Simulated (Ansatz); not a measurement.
Task: a phonon calculation by linear response of Si, space group I4_1/amd, with the Python package of Ansatz (0.2.0). Give the script and its output. Level of theory: PBEsol, PAW, the default cutoff (420 eV here), 14×14×14 k-points, cold smearing of 0.1 eV, D3BJ dispersion.

```
CELL_PARAMETERS angstrom
-2.37137 2.37137 1.32927
2.37137 -2.37137 1.32927
2.37137 2.37137 -1.32927
ATOMIC_POSITIONS crystal
Si 0.25000 0.75000 0.50000
Si 0.50000 0.50000 0.00000
```

Script `si.py`:
```python
from pathlib import Path

import ansatz
import numpy as np
from pymatgen.core import Lattice, Structure
from pymatgen.io.ase import AseAtomsAdaptor

pmg_structure = Structure(
    Lattice([(-2.3713723, 2.3713723, 1.32926539), (2.3713723, -2.3713723, 1.32926539), (2.3713723, 2.3713723, -1.32926539)]),
    ["Si", "Si"],
    [
        (0.25, 0.75, 0.5),
        (0.5, 0.5, 0.0),
    ],
)
cell = ansatz.Crystal.from_ase(AseAtomsAdaptor.get_atoms(pmg_structure))

model = (
    cell.calculation()
    .scf(tolerance=1e-09)
    .functional(ansatz.Functional.PBESOL, dispersion="d3bj")
    .occupations("Marzari-Vanderbilt", width=0.1)
    .kpoints(14, 14, 14)
    .phonons("dfpt", points=[(0, 0, 0), (0.5, 0.5, 0.5)])
)
res = model.run(threads=1, pin="off", runs_dir="runs")
ph = res.phonons

for q in ph.qpoints:
    print("q =", np.round(q.q_frac, 3), "1/cm:", " ".join(f"{w:.1f}" for w in q.omega_inv_cm))
```

```console
$ python si.py
DeckWarning: basis.ecutwfc = 420 eV, auto-derived from the records' recommended cutoffs: set by Si (normal level)
q = [0. 0. 0.] 1/cm: -0.0 0.0 0.0 134.9 335.3 335.3
q = [0.5 0.5 0.5] 1/cm: 131.3 131.3 152.9 152.9 369.7 369.7
```
(Warnings from the package without file and line.)

Caveats:
- The cell isn't relaxed first, so the values belong to this volume.
- Dispersion corrections can be off by several per cent in the lattices of metals, and by several GPa in the pressure at a fixed cell.
- This isn't the structure that Si takes at ambient conditions.
- The structure is taken as given; imaginary modes can come from an unrelaxed or unstable start. Phonons of metals also depend on mesh and smearing.
- Run time: 75 s on 1 thread of Arm Neoverse N1, with other jobs on the host, peak memory 0.7 GiB.
